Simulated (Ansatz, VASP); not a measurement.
# One calculation of Al3Ni2, two programs

```
CELL_PARAMETERS angstrom
4.12692 0.00000 0.00000
-2.06346 3.57402 0.00000
0.00000 0.00000 5.00737
ATOMIC_POSITIONS crystal
Al 0.00000 0.00000 0.00000
Al 0.33333 0.66667 0.65047
Al 0.66667 0.33333 0.34953
Ni 0.33333 0.66667 0.14481
Ni 0.66667 0.33333 0.85519
```

Change from the starting cell: equal strain along all axes, cell held, atoms relaxed: +3.0 %.

Alike in both runs: functional r2SCAN; k mesh 12 × 12 × 8; occupations gaussian, width 0.1 eV; no spin polarisation.

Ansatz relaxed the structure, and its values are those at the end. VASP's run is a single point on that final structure, the one shown.

|  | VASP | Ansatz |
| --- | --- | --- |
| version | VASP 6.6.1 | Ansatz 0.2.0 |
| potentials or method | VASP PAW PBE potentials, release 64 (Al, Ni) | scalar-relativistic, plane waves, PAW |
| plane-wave cutoff (eV) | 520 | 500 |
| valence electrons in the cell | 29 | 45 |

|  | VASP | Ansatz | Ansatz less VASP |
| --- | --- | --- | --- |
| gap on the k mesh at the Fermi level (eV) | none | none | - |
| pressure (GPa) | -10.8 | -10.7 | +0.13 |
| rms of the force components (eV/Å) | 0.007 | 0.000 | -0.0066 |

A gap of «none» marks a metal or a gap that the smearing closes. The two sets of potentials don't hold the same shells in valence. Ansatz warned: «stress_scf_threshold_loose».

Caveats: the PAW data sets were made with another functional, which shifts forces and pressure a little (VASP). Spin polarisation is off, so any magnetic state and its effect on volume and gap are missing.
